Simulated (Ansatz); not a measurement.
Pressure against volume: CsI

```
CELL_PARAMETERS angstrom
4.56670 0.00000 0.00000
0.00000 4.56670 0.00000
0.00000 0.00000 4.56670
ATOMIC_POSITIONS crystal
Cs 0.00000 0.00000 0.00000
I 0.50000 0.50000 0.50000
```

The cell is COD entry 9008790, as deposited and not checked against the literature; nothing was relaxed.

No spin–orbit coupling, which matters for the heavy atoms here.

All numbers are computed: DFT, PBE, all-electron LAPW, scalar-relativistic (Ansatz 0.2.0); DFT, PBE, PAW with Ansatz's default frozen-core files, scalar-relativistic (Ansatz 0.2.0).

For LAPW: a Γ-centred 7×7×7 k mesh, Fermi–Dirac smearing of 0.01 eV, basis error target 0.25 meV/atom, no spin polarisation. PAW takes a cutoff of 420 eV at this cell. The Ansatz runs share mesh, smearing and spin set-up. Plane-wave (PAW) pressures include the program's estimate of the Pulay term.

The cell above is scaled evenly, with fractional coordinates and shape held.

```
V/V(cell)  V (Å³/atom)  P, LAPW (GPa)  P, PAW (GPa)  gap on the k mesh, LAPW (eV)
   0.9405       44.785           1.72          1.71                          4.13
   0.9700       46.190           1.20          1.20                          4.02
   1.0000       47.619           0.75          0.75                          3.91
   1.0300       49.047           0.38          0.38                          3.82
   1.0600       50.476           0.07          0.07                          3.73
```
